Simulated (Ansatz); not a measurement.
# TaN (P-6m2) in Ansatz: a series of runs

The runs below take TaN through projected density of states, with PBEsol, PBEsol+U.

All numbers are computed with Ansatz 0.2.0; they aren't measurements. Logs are shortened: lines on timing, memory, paths and dates and some standing lists are left out, and cuts for length are marked.

## Step 1: The structure

The structure is hexagonal, space group P-6m2 (No. 187). Conventional cell: a = 2.938 Å, b = 2.938 Å, c = 2.883 Å, α = 90.00°, β = 90.00°, γ = 120.00°. Ta (site symmetry -6m2) is surrounded by 6 N at 2.23 Å. N (site symmetry -6m2) has 6 Ta at 2.23 Å as nearest neighbours.

## Step 2: Projected density of states, PBEsol

input.yaml reads:

```yaml
crystal:
  lattice:
    - [2.938, 0.0, 0.0]
    - [-1.469, 2.5443826363, 0.0]
    - [0.0, 0.0, 2.883]
  atoms:
    - { symbol: Ta, position: [0.0, 0.0, 0.5] }
    - { symbol: "N", position: [0.6666666667, 0.3333333333, 0.0] }
hamiltonian:
  xc: pbesol
  pseudopotentials: { kind: paw }
kpoints:
  mp_grid: { grid: [10, 10, 9] }
scf:
  occupations: { method: fermi_dirac, width: 0.05 }
  n_extra_bands: 6
output:
  forces: true
  stress: true
  eigenvalues: true
  dos: { projected: true, de: 0.05, nscf_kmesh: { grid: [15, 15, 14] } }
```

Potentials or basis: Ansatz PAW.

The run is started by

```sh
$ ansatz run input.yaml --threads 2 --pin off --max-ram 5632MiB --backend cpu --events-out ev --progress --plain --runs-dir out
```

What it wrote:

```text
Warning: RAYON_NUM_THREADS=2 ignored (pool sized by the plan → 2); use --threads N
scf.n_extra_bands = 6 over 9 filled bands (N_el = 18.0): the run solves 15 bands
Engine: ansatz 0.2.0, aarch64-unknown-linux-gnu
Pseudopotentials: kind: paw
Pseudopotential: Ta, paw, valence charge 13, recommended cutoff 420 eV (normal), Ta.paw.azcp
Pseudopotential: N, paw, valence charge 5, recommended cutoff 420 eV (normal), N.paw.azcp
Functional definition: PBEsol
  exchange = pbesol_x
  correlation = pbesol_c
Crystal: 2 atoms, lattice volume = 21.552 Å³
Basis set: ecut = 420 eV, 405 PW (Γ), exchange–correlation on 40×40×40 points (8 copies of the dense FFT grid, shifted against one another)
Bands: 15, of which v1, the nominal top of the filled ones, is band 9 counted from 1 (8 counted from 0)
Symmetry: 12 space group operations
Space group: P-6m2 (ITA 187), of the structure as read, at distance tolerance 2.8e-5 Å
k-points: 70 of 900 (time reversal used)
Non-local potential: Ta, projectors of the file, l = 0: 3, l = 1: 2, l = 2: 2, l = 3: 1
Non-local potential: N, projectors of the file, l = 0: 2, l = 1: 2, l = 2: 1
PAW form: soft (Blöchl's): semilocal exchange-correlation on the pseudo side does not see the compensation charge
PAW frozen core: Ta, regenerated for the run's functional, and the local potential with it (the file was generated under x = pbe(κ = 0.804, μ = 0.2195149727645171), c = pbe(β = 0.06672455060314922))
PAW frozen core: N, regenerated for the run's functional, and the local potential with it (the file was generated under x = pbe(κ = 0.804, μ = 0.2195149727645171), c = pbe(β = 0.06672455060314922))
PAW one-centre angular grid: Ta, 590 points (default); XC on 64 Gauss nodes
PAW one-centre angular grid: N, 110 points (default); XC on 64 Gauss nodes
Initial density: superposition of atomic densities (neutral atoms: chi_scale 0, normalization atom), corrected by the library's trained network
Initial wavefunctions: pseudopotential atomic-orbital guess
Functional: x = pbesol(κ = 0.804, μ = 0.12345679012345678), c = pbesol(β = 0.046)
SCF iter   1: F=—  HF=-10187.653202 eV  |F-HF|=—  |Δ(HF+E_count)|=         —  Δρ=1.72e-2  dr2=6.06e-2  ethr=1.77e-3  ⟨swp⟩=6.0  Hψ=5609  notcnv=0  defer=6
preconditioner: auto → none  [insulator: Δε(μ)=0.301 eV  Ē_g=13.107 eV  σ=0.050 eV  W_gap=0.90  n_scr=8 (ndim 8)  ℏωp=25.3 eV  f_vac=0.000  D(μ)=0.03/eV (n_scr^D=0)  ε∞_Penn≈4.7]
SCF iter   2: F=—  HF=-10187.642197 eV  |F-HF|=—  |Δ(HF+E_count)|=   1.10e-2  Δρ=6.82e-3  dr2=1.03e-2  ethr=3.37e-4  ⟨swp⟩=2.0  Hψ=1811  notcnv=0  defer=68
SCF iter   3: F=—  HF=-10187.640170 eV  |F-HF|=—  |Δ(HF+E_count)|=   2.03e-3  Δρ=6.60e-4  dr2=6.09e-5  ethr=5.74e-5  ⟨swp⟩=2.2  Hψ=1418  notcnv=0  defer=83
SCF iter   4: F=—  HF=-10187.640176 eV  |F-HF|=—  |Δ(HF+E_count)|=   5.97e-6  Δρ=9.83e-5  dr2=1.66e-6  ethr=3.38e-7  ⟨swp⟩=2.2  Hψ=1269  notcnv=0  defer=83
iter 5 did not close the SCF: its close was put off for the readings that it lacked (scf_convergence_deferred on its scf_iter line)
SCF iter   5: F=-10187.640176 eV  HF=-10187.640176 eV  |F-HF|=3.15e-9  |Δ(HF+E_count)|=   1.20e-7  Δρ=1.27e-5  dr2=1.14e-8  ethr=9.20e-9  ⟨swp⟩=2.5  Hψ=1416  notcnv=0  defer=83
SCF iter   6: F=-10187.640176 eV  HF=-10187.640176 eV  |F-HF|=7.09e-11  |Δ(HF+E_count)|=   5.12e-9  Δρ=1.40e-6  dr2=2.31e-10  ethr=6.33e-11  ⟨swp⟩=5.9  Hψ=4201  notcnv=0
SCF 1 converged in 6 iterations: F = -10187.640176 eV  dr2 = 2.31e-10
NSCF: frozen V_eff on 216 k-points
SCF converged after 6 iterations
Free energy (F): -10187.640176 eV
Harris-Foulkes:  -10187.640176 eV  (|F-HF|=7.09e-11)
Internal energy: -10187.639852 eV  (E = F + TS)
E sigma→0 (E₀):  -10187.640014 eV
Entropy (-TS):   -0.000325 eV (-0.162 meV/atom)
Fermi energy:    20.125089 eV
--- Per-component energies (eV) ---
  E_band       = -54.453195
  E_kinetic    = 498.860913
  E_local      = -604.743458  (includes V_loc(G=0)·N_el)
  E_nonlocal   = 62.482089
  E_hartree    = 202.768512
  E_xc         = -277.908060
  E_vxc        = -281.673283  (∫ρ·V_xc dr)
  E_paw        = -8395.318661  (= ΣΔE_a)
  E_vpaw       = -134.916613  (= ΣTr[D̂ρ^β])
  E_aug_tail   = 0.000191  (compensation charges beyond the density's cutoff)
  E_ewald      = -1674.023123
  E_core_change = 0.241745  (= ΣΔE_core)
  E_smearing   = -0.000325  (= −TS)
  E_closure    = 0.000000  (closes the sum)
  Σ components = -10187.640176   (vs F -10187.640176, Δ=0.00e0)
--- Forces (eV/Å), atoms counted from 1 ---
  atom   1  Ta     0.00000000     0.00000000     0.00000000
  atom   2  N      0.00000000     0.00000000     0.00000000
  max |Σ_I F_I| component: 6.66e-16 eV/Å
--- Stress (GPa, compression-positive) ---
       -4.761301      -0.000000       0.000000
        0.000000      -4.761301       0.000000
        0.000000       0.000000      -5.092822
  P = ⅓ Tr σ = -4.8718 GPa (-48.718 kbar)
--- Band table (eV; the first three rows and the last of 70) ---
  k-point 0: bands = ["-48.3075", "-14.6568", "-14.3943", "-14.3943", "2.3621", "15.5080", "15.5080", "15.8577", "17.1570", "22.2758", "23.6645", "23.6645", "24.0649", "24.0649", "32.9368"]
  k-point 1: bands = ["-48.3015", "-14.7741", "-14.3848", "-14.3848", "2.6161", "15.0055", "15.6089", "15.6089", "17.8665", "22.4168", "22.4168", "22.7126", "24.8560", "24.8560", "33.4476"]
  k-point 2: bands = ["-48.2864", "-15.0609", "-14.3607", "-14.3607", "3.2977", "13.4724", "15.8683", "15.8683", "19.3030", "21.1181", "21.1181", "23.7454", "24.8564", "24.8564", "34.1394"]
  k-point 69: bands = ["-48.1752", "-15.2730", "-15.0705", "-14.8757", "4.4387", "11.9884", "13.4810", "16.0126", "19.5819", "24.4979", "25.0547", "26.6130", "27.3961", "29.4388", "31.7189"]
```

dos.tsv:

```text
# E-E_F[eV]	g_bin_mean(E)[states/eV]	N(E)
# format = ansatz-dos/2
# fermi_ev = 20.079330
# fermi_mp_grid = 15 15 14
# fermi_mp_shift = 0 0 0
# nscf_kmesh_grid = 15 15 14
# nscf_kmesh_shift = 0 0 0
# tetrahedron_fermi_ev = 20.062808
# g_bin_mean(E): the states in a bin one row spacing wide, centred on E, divided by that spacing. States that the method places at a single energy (under output.dos.method: tetrahedron, those of a tetrahedron whose four corners have one energy) are counted whole in the row whose bin holds that energy (on the edge of two bins, in the lower row). The sum of g_bin_mean over a run of rows, times the row spacing, is the number of states from half a spacing under the first of them to half a spacing over the last (a plain sum, not the trapezoid rule).
-68.886817	0.000000e0	0.000000e0
-68.836817	0.000000e0	0.000000e0
-68.786817	0.000000e0	0.000000e0
-68.736817	0.000000e0	0.000000e0
-68.686817	0.000000e0	0.000000e0
-68.636817	0.000000e0	0.000000e0
[... 1663 lines left out ...]
14.563183	0.000000e0	3.000000e1
14.613183	0.000000e0	3.000000e1
```

Run time: 3.4 s. Hardware: 2 threads of Arm Neoverse V2, shared host; peak memory 0.29 GiB.

Results:

| Property | Result |
| --- | --- |
| Free energy | -10187.6402 eV |
| Pressure | -4.9 GPa |
| Band gap on the k mesh | none (metal or under the smearing width) |
| Density of states at the Fermi level | 0.04 states/eV per cell |

States per cell in windows of 1 eV (zero at the Fermi level; states under -8 eV left out):
```tsv
from (eV)	total	Ta 5d	N 2p	Ta 6s	N 2s	Ta 5p	Ta 5s
-8.0	1.41	0.47	0.78	0.10	0.02	0.02	0.01
-7.0	0.82	0.25	0.50	0.03	0.02	0.02	0.00
-6.0	1.45	0.43	0.95	0.03	0.01	0.02	0.00
-5.0	1.82	0.46	1.29	0.02	0.01	0.02	0.00
-4.0	0.29	0.10	0.18	0.00	0.00	0.00	0.00
-3.0	0.44	0.34	0.08	0.01	0.00	0.00	0.00
-2.0	1.06	0.86	0.11	0.05	0.01	0.01	0.00
-1.0	0.43	0.34	0.05	0.01	0.00	0.01	0.00
0.0	0.12	0.12	0.00	0.00	0.00	0.00	0.00
1.0	0.76	0.61	0.10	0.01	0.02	0.00	0.00
2.0	1.32	1.00	0.19	0.02	0.06	0.00	0.00
3.0	1.55	1.11	0.21	0.04	0.15	0.00	0.00
4.0	2.01	1.43	0.29	0.06	0.18	0.00	0.00
5.0	1.41	0.99	0.30	0.06	0.03	0.00	0.00
6.0	1.10	0.63	0.33	0.09	0.02	0.00	0.00
7.0	0.37	0.09	0.09	0.12	0.02	0.00	0.00
```

Caveat: the pressure holds a Pulay correction of +0.5 GPa for the finite cutoff; the PAW data sets come from PBE, with cores solved anew for the run's functional, which leaves a small shift of forces and pressure.

## Step 3: Projected density of states, PBEsol+U

Edit input.yaml of step 2 so:

```diff
@@ -11,2 +11,3 @@
   pseudopotentials: { kind: paw }
+  hubbard: { sites: [{ species: Ta, l: d, u_eff: 1.0 }] }
 kpoints:
```

Potentials or basis: Ansatz PAW.

The run is started by

```sh
$ ansatz run input.yaml --threads 2 --pin off --max-ram 5632MiB --backend cpu --events-out ev --progress --plain --runs-dir out
```

What it wrote:

```text
Warning: RAYON_NUM_THREADS=2 ignored (pool sized by the plan → 2); use --threads N
Ta: projections on atomic orbitals take those of the free atom [Kr 4d10 4f14] 5s2 5p6 5d3 6s2, of charge +0.00 (hamiltonian.pseudopotentials.projection_atoms); the dataset's partial waves leave at most 6.0e-5 of an orbital's norm unspanned inside its sphere
N: projections on atomic orbitals take those of the free atom [He] 2s2 2p3, of charge +0.00 (hamiltonian.pseudopotentials.projection_atoms); the dataset's partial waves leave at most 9.3e-9 of an orbital's norm unspanned inside its sphere
scf.n_extra_bands = 6 over 9 filled bands (N_el = 18.0): the run solves 15 bands
Engine: ansatz 0.2.0, aarch64-unknown-linux-gnu
Pseudopotentials: kind: paw
Pseudopotential: Ta, paw, valence charge 13, recommended cutoff 420 eV (normal), Ta.paw.azcp
Pseudopotential: N, paw, valence charge 5, recommended cutoff 420 eV (normal), N.paw.azcp
Functional definition: PBEsol
  exchange = pbesol_x
  correlation = pbesol_c
Crystal: 2 atoms, lattice volume = 21.552 Å³
Basis set: ecut = 420 eV, 405 PW (Γ), exchange–correlation on 40×40×40 points (8 copies of the dense FFT grid, shifted against one another)
[... 46 lines left out ...]
  E_ewald      = -1674.023123
  E_core_change = 0.241745  (= ΣΔE_core)
  E_smearing   = -0.000298  (= −TS)
  E_closure    = 0.000000  (closes the sum)
  Σ components = -10186.495667   (vs F -10186.495667, Δ=0.00e0)
--- Forces (eV/Å), atoms counted from 1 ---
  atom   1  Ta     0.00000000     0.00000000     0.00000000
  atom   2  N      0.00000000     0.00000000     0.00000000
  max |Σ_I F_I| component: 6.66e-16 eV/Å
--- Stress (GPa, compression-positive) ---
       -3.859895      -0.000000       0.000000
        0.000000      -3.859895       0.000000
        0.000000       0.000000      -4.443382
  P = ⅓ Tr σ = -4.0544 GPa (-40.544 kbar)
--- Band table (eV; the first three rows and the last of 70) ---
  k-point 0: bands = ["-48.3504", "-14.6936", "-14.4333", "-14.4333", "2.3998", "15.5657", "15.5657", "15.8624", "17.2052", "22.2911", "23.7182", "23.7182", "24.2576", "24.2576", "32.9400"]
  k-point 1: bands = ["-48.3444", "-14.8104", "-14.4239", "-14.4239", "2.6540", "15.0258", "15.6681", "15.6681", "17.8963", "22.5286", "22.5286", "22.7287", "24.9900", "24.9900", "33.4530"]
  k-point 2: bands = ["-48.3292", "-15.0961", "-14.3998", "-14.3998", "3.3364", "13.4976", "15.9334", "15.9334", "19.3226", "21.2286", "21.2286", "23.7614", "24.9868", "24.9868", "34.1498"]
  k-point 69: bands = ["-48.2183", "-15.3083", "-15.1070", "-14.9127", "4.5514", "12.1174", "13.5324", "16.0542", "19.6326", "24.6334", "25.0544", "26.6612", "27.5186", "29.4354", "31.7145"]
Occupation matrices written to <dir>
```

dos.tsv:

```text
# E-E_F[eV]	g_bin_mean(E)[states/eV]	N(E)
# format = ansatz-dos/2
# fermi_ev = 20.143489
# fermi_mp_grid = 15 15 14
# fermi_mp_shift = 0 0 0
# nscf_kmesh_grid = 15 15 14
# nscf_kmesh_shift = 0 0 0
# tetrahedron_fermi_ev = 20.123363
# g_bin_mean(E): the states in a bin one row spacing wide, centred on E, divided by that spacing. States that the method places at a single energy (under output.dos.method: tetrahedron, those of a tetrahedron whose four corners have one energy) are counted whole in the row whose bin holds that energy (on the edge of two bins, in the lower row). The sum of g_bin_mean over a run of rows, times the row spacing, is the number of states from half a spacing under the first of them to half a spacing over the last (a plain sum, not the trapezoid rule).
-68.993894	0.000000e0	0.000000e0
-68.943894	0.000000e0	0.000000e0
-68.893894	0.000000e0	0.000000e0
-68.843894	0.000000e0	0.000000e0
-68.793894	0.000000e0	0.000000e0
-68.743894	0.000000e0	0.000000e0
[... 1664 lines left out ...]
14.506106	0.000000e0	3.000000e1
14.556106	0.000000e0	3.000000e1
```

occupation_matrices:

```text
# The occupation matrices of the corrected shells as a run of Ansatz 0.0.0 ended. An entry of
# hamiltonian.hubbard.sites starts from them by `starting_ns: <path of this file>`, where that key's refused
# combinations let it.
# Free energy -10186.495667 eV.
# projection_atom_Ta: [Kr 4d10 4f14] 5s2 5p6 5d3 6s2
# projection_atom_N: [He] 2s2 2p3
format: ansatz-occupation-matrices/1
state: converged
spin: unpolarized
projectors: all-electron-ortho-atomic
projection_frame: null
lattice: # Å
  - [2.9379999999892146, 0.0, 0.0]
  - [-1.4689999999946073, 2.5443826363093405, 0.0]
  - [0.0, 0.0, 2.883]
atoms: # fractions of the lattice vectors
  - {symbol: Ta, position: [-3.700743415524894e-17, 0.0, 0.5]}
  - {symbol: N, position: [0.6666666666666666, 0.3333333333333333, 0.0]}
sites: # a site counts the atoms from 0
  - {site: 0, l: d, shell: 5, starting_ns: [{spin: up, occupation_matrix: site0_d}]} # 3.773 electrons, filled orbitals 0
occupation_matrices: # on the real harmonics m = 0, +1, -1, ... of the Cartesian axes; of spinors up first
  site0_d:
    matrix:
      - [0.4794892920717718, 0.0, 0.0, 6.938893903907228e-18, -3.469446951953614e-18]
      - [0.0, 0.2819930314371696, 0.0, 0.0, 0.0]
      - [0.0, 1.734723475976807e-18, 0.2819930314371694, 0.0, 0.0]
      - [3.469446951953614e-17, 0.0, 0.0, 0.4215317910477562, 3.469446951953614e-18]
      - [-3.469446951953614e-18, 0.0, 0.0, -3.469446951953614e-18, 0.4215317910477562]
```

It took 4.7 s on 2 threads of Arm Neoverse V2, shared host; peak memory 0.3 GiB.

Results:

```
Free energy                          : -10186.4957 eV
Pressure                             : -4.1 GPa
Band gap on the k mesh               : none (metal or under the smearing width)
Density of states at the Fermi level : 0.04 states/eV per cell
```

States per cell in windows of 1 eV (zero at the Fermi level; states under -8 eV left out):
| from (eV) | total | Ta 5d | N 2p | Ta 6s | N 2s | Ta 5p | Ta 5s |
| --- | --- | --- | --- | --- | --- | --- | --- |
| -8.0 | 1.41 | 0.47 | 0.78 | 0.10 | 0.02 | 0.02 | 0.01 |
| -7.0 | 0.81 | 0.25 | 0.49 | 0.03 | 0.02 | 0.02 | 0.00 |
| -6.0 | 1.44 | 0.42 | 0.94 | 0.03 | 0.01 | 0.02 | 0.00 |
| -5.0 | 1.85 | 0.47 | 1.31 | 0.02 | 0.01 | 0.02 | 0.00 |
| -4.0 | 0.30 | 0.11 | 0.18 | 0.00 | 0.00 | 0.00 | 0.00 |
| -3.0 | 0.45 | 0.34 | 0.08 | 0.01 | 0.00 | 0.00 | 0.00 |
| -2.0 | 1.06 | 0.86 | 0.11 | 0.05 | 0.01 | 0.01 | 0.00 |
| -1.0 | 0.42 | 0.33 | 0.05 | 0.01 | 0.00 | 0.00 | 0.00 |
| 0.0 | 0.12 | 0.12 | 0.00 | 0.00 | 0.00 | 0.00 | 0.00 |
| 1.0 | 0.74 | 0.60 | 0.10 | 0.01 | 0.02 | 0.00 | 0.00 |
| 2.0 | 1.26 | 0.95 | 0.19 | 0.02 | 0.06 | 0.00 | 0.00 |
| 3.0 | 1.58 | 1.15 | 0.20 | 0.04 | 0.14 | 0.00 | 0.00 |
| 4.0 | 2.03 | 1.44 | 0.28 | 0.06 | 0.19 | 0.00 | 0.00 |
| 5.0 | 1.41 | 0.99 | 0.29 | 0.06 | 0.03 | 0.00 | 0.00 |
| 6.0 | 1.11 | 0.64 | 0.33 | 0.09 | 0.02 | 0.00 | 0.00 |
| 7.0 | 0.41 | 0.12 | 0.11 | 0.12 | 0.02 | 0.00 | 0.00 |

Eigenvalues of the final occupation matrices:
| site | spin | trace | eigenvalues |
| --- | --- | --- | --- |
| site 1 | 1 | 1.89 | 0.28 0.28 0.42 0.42 0.48 |

Caveat: the pressure holds a Pulay correction of +0.5 GPa for the finite cutoff; U without spin polarisation on a metal has little footing; the PAW data sets come from PBE, with cores solved anew for the run's functional, which leaves a small shift of forces and pressure.

## Step 4: Projected density of states, PBEsol+U

Edit input.yaml of step 3 so:

```diff
@@ -11,3 +11,3 @@
   pseudopotentials: { kind: paw }
-  hubbard: { sites: [{ species: Ta, l: d, u_eff: 1.0 }] }
+  hubbard: { sites: [{ species: Ta, l: d, u_eff: 2.0 }] }
 kpoints:
@@ -22 +22,5 @@
   dos: { projected: true, de: 0.05, nscf_kmesh: { grid: [15, 15, 14] } }
+  write_density: true
+  write_potential: true
+  elf: true
+  volumetric_format: npy
```

The run is started by

```sh
$ ansatz run input.yaml --threads 2 --pin off --max-ram 5632MiB --backend cpu --events-out ev --progress --plain --runs-dir out
```

Wall time 4.9 s (2 threads of Arm Neoverse V2, shared host); peak memory 0.33 GiB.

The run converged. Its results:

```
Free energy                          : -10185.3559 eV
Pressure                             : -3.2 GPa
Band gap on the k mesh               : none (metal or under the smearing width)
Density of states at the Fermi level : 0.04 states/eV per cell
```

Stress tensor (GPa, compression positive):
```
-2.87  0.00  0.00
 0.00 -2.87  0.00
 0.00  0.00 -3.79
```

Levels at points of the mesh, in eV from the Fermi level:
| k point | band 5 | band 6 | band 7 | band 8 | band 9 | band 10 | band 11 | band 12 | band 13 | band 14 |
| --- | --- | --- | --- | --- | --- | --- | --- | --- | --- | --- |
| (0.00, 0.00, 0.00) | -17.82 | -4.63 | -4.63 | -4.40 | -3.00 | 2.05 | 3.52 | 3.52 | 4.20 | 4.20 |
| (0.00, -0.50, 0.00) | -15.49 | -8.43 | -5.16 | -3.61 | -3.25 | 3.21 | 3.91 | 5.22 | 5.30 | 7.20 |

States per cell in windows of 1 eV (zero at the Fermi level; states under -8 eV left out):
| from (eV) | total | Ta 5d | N 2p | Ta 6s | N 2s | Ta 5p | Ta 5s |
| --- | --- | --- | --- | --- | --- | --- | --- |
| -8.0 | 1.42 | 0.47 | 0.78 | 0.11 | 0.02 | 0.02 | 0.01 |
| -7.0 | 0.78 | 0.24 | 0.47 | 0.03 | 0.02 | 0.01 | 0.00 |
| -6.0 | 1.37 | 0.40 | 0.89 | 0.03 | 0.01 | 0.02 | 0.00 |
| -5.0 | 1.89 | 0.48 | 1.34 | 0.02 | 0.01 | 0.02 | 0.00 |
| -4.0 | 0.37 | 0.12 | 0.24 | 0.00 | 0.00 | 0.00 | 0.00 |
| -3.0 | 0.44 | 0.33 | 0.09 | 0.01 | 0.00 | 0.00 | 0.00 |
| -2.0 | 1.05 | 0.85 | 0.11 | 0.05 | 0.01 | 0.01 | 0.00 |
| -1.0 | 0.45 | 0.36 | 0.05 | 0.01 | 0.00 | 0.01 | 0.00 |
| 0.0 | 0.11 | 0.10 | 0.00 | 0.00 | 0.00 | 0.00 | 0.00 |
| 1.0 | 0.68 | 0.55 | 0.09 | 0.01 | 0.02 | 0.00 | 0.00 |
| 2.0 | 1.20 | 0.90 | 0.19 | 0.02 | 0.05 | 0.00 | 0.00 |
| 3.0 | 1.57 | 1.17 | 0.19 | 0.04 | 0.12 | 0.00 | 0.00 |
| 4.0 | 2.02 | 1.44 | 0.26 | 0.07 | 0.20 | 0.00 | 0.00 |
| 5.0 | 1.43 | 1.01 | 0.28 | 0.06 | 0.03 | 0.00 | 0.00 |
| 6.0 | 1.16 | 0.68 | 0.33 | 0.09 | 0.02 | 0.00 | 0.00 |
| 7.0 | 0.49 | 0.16 | 0.14 | 0.12 | 0.02 | 0.00 | 0.00 |

Eigenvalues of the final occupation matrices:
| site | spin | trace | eigenvalues |
| --- | --- | --- | --- |
| site 1 | 1 | 1.88 | 0.28 0.28 0.42 0.42 0.48 |

Caveat: the pressure holds a Pulay correction of +0.5 GPa for the finite cutoff; U without spin polarisation on a metal has little footing; the PAW data sets come from PBE, with cores solved anew for the run's functional, which leaves a small shift of forces and pressure.

## Step 5: The runs side by side

```tsv
level	U	hubbard projectors	double counting	gap on the mesh (eV)	pressure (GPa)
PBEsol	-	-	-	none	-4.9
PBEsol+U	Ta d U = 1 eV	ortho-atomic (the default)	fll (the default)	none	-4.1
PBEsol+U	Ta d U = 2 eV	ortho-atomic (the default)	fll (the default)	none	-3.2
```

Alike in all rows: task projected density of states; potentials or basis Ansatz PAW; no spin polarisation; cell as given; k mesh 10 × 10 × 9; cutoff (eV) 420; smearing fermi-dirac 0.05 eV.

Every run on the cell as given and a fine mesh finds a metal. The pressure there spans -4.9 GPa (PBEsol) to -3.2 GPa (PBEsol+U); a positive pressure means that this level wants a larger cell, a negative one a smaller.

Caveats: the PAW data sets come from PBE, with cores solved anew for the run's functional, which leaves a small shift of forces and pressure; U without spin polarisation on a metal has little footing (some runs).

Absolute energies hang on the potentials; compare differences alone.
